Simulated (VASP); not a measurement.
Set up this calculation in VASP 6.6.1, as the native input.

| Item | Value |
| --- | --- |
| Task | band structure |
| Functional | PBEsol |
| Potentials or basis | VASP PAW PBE potentials, release 64 (Ge_d) |
| Cutoff | 520 eV |
| k mesh | 8 × 8 × 4 |
| Occupations | gaussian, width 0.02 eV |
| Spin | no spin polarisation |
| Ladder | gaps |
| Further INCAR settings | ALGO = Normal; EDIFF = 1e-07; NBANDS = 36 |

Crystal: Ge.

```
Ge
1.0
     3.99759    0.00000    0.00000
    -1.99879    3.46201    0.00000
     0.00000    0.00000    6.59938
Ge
4
Direct
  0.33333 0.66667 0.93710
  0.66667 0.33333 0.43710
  0.33333 0.66667 0.56290
  0.66667 0.33333 0.06290
```

This isn't the form of Ge at room conditions, which is diamond.

The input as run:

POSCAR

```
Ge
1.0
    3.9975858431      0.0000000000      0.0000000000
   -1.9987929216      3.4620108940      0.0000000000
    0.0000000000      0.0000000000      6.5993779500
Ge
4
Direct
    0.3333333333      0.6666666667      0.9370987500
    0.6666666667      0.3333333333      0.4370987500
    0.3333333333      0.6666666667      0.5629012500
    0.6666666667      0.3333333333      0.0629012500
```

INCAR.step1

```
ALGO     = Normal         # electronic algorithm
EDIFF    = 1E-7           # SCF threshold, eV
ENCUT    = 520            # plane-wave cutoff, eV
GGA      = PS             # functional
ISIF     = 2              # what is computed and relaxed
ISMEAR   = 0              # smearing method
LASPH    = True           # aspherical terms in the spheres
LCHARG   = True           # write CHGCAR
LREAL    = False          # projectors in reciprocal space
LWAVE    = False          # write WAVECAR
NBANDS   = 36             # bands
NELM     = 60             # most SCF steps
PREC     = Accurate       # precision mode
SIGMA    = 0.02           # smearing width, eV
```

KPOINTS.step1

```
k-points
0
Gamma
  8 8 4
```

INCAR.step2

```
ALGO     = Normal         # electronic algorithm
EDIFF    = 1E-7           # SCF threshold, eV
ENCUT    = 520            # plane-wave cutoff, eV
GGA      = PS             # functional
ICHARG   = 11             # starting density
ISIF     = 2              # what is computed and relaxed
ISMEAR   = 0              # smearing method
LASPH    = True           # aspherical terms in the spheres
LCHARG   = False          # write CHGCAR
LREAL    = False          # projectors in reciprocal space
LWAVE    = False          # write WAVECAR
NBANDS   = 36             # bands
NELM     = 60             # most SCF steps
PREC     = Accurate       # precision mode
SIGMA    = 0.05           # smearing width, eV
```

KPOINTS.step2

```
path GMKGALHA,LM,KH
10
line-mode
reciprocal
 0.0000000000  0.0000000000  0.0000000000  G
 0.5000000000  0.0000000000  0.0000000000  M

 0.5000000000  0.0000000000  0.0000000000  M
 0.3333333333  0.3333333333  0.0000000000  K

 0.3333333333  0.3333333333  0.0000000000  K
 0.0000000000  0.0000000000  0.0000000000  G

 0.0000000000  0.0000000000  0.0000000000  G
 0.0000000000  0.0000000000  0.5000000000  A

 0.0000000000  0.0000000000  0.5000000000  A
 0.5000000000  0.0000000000  0.5000000000  L

 0.5000000000  0.0000000000  0.5000000000  L
 0.3333333333  0.3333333333  0.5000000000  H

 0.3333333333  0.3333333333  0.5000000000  H
 0.0000000000  0.0000000000  0.5000000000  A

 0.5000000000  0.0000000000  0.5000000000  L
 0.5000000000  0.0000000000  0.0000000000  M

 0.3333333333  0.3333333333  0.0000000000  K
 0.3333333333  0.3333333333  0.5000000000  H
```

Potentials or basis: VASP PAW PBE potentials, release 64 (Ge_d).

Command:

```bash
$ cat potpaw_PBE.64/Ge_d/POTCAR > POTCAR
$ cp INCAR.step1 INCAR
$ cp KPOINTS.step1 KPOINTS
$ mpirun -np 1 vasp_std > vasp.out
$ cp INCAR.step2 INCAR
$ cp KPOINTS.step2 KPOINTS
$ mpirun -np 1 vasp_std > vasp.out
```

Results of the run:

```json
{"Band gap along the path": "none (metal or under the smearing width)"}
```

Caveat: the log is that of the step along the path at fixed density, whose energy, stress, charges and moments have no meaning.

Wall time 2.5 min on 1 thread of Intel(R) Xeon(R) Platinum 8559C (Emerald Rapids), with other jobs on the host, peak memory 0.32 GiB.
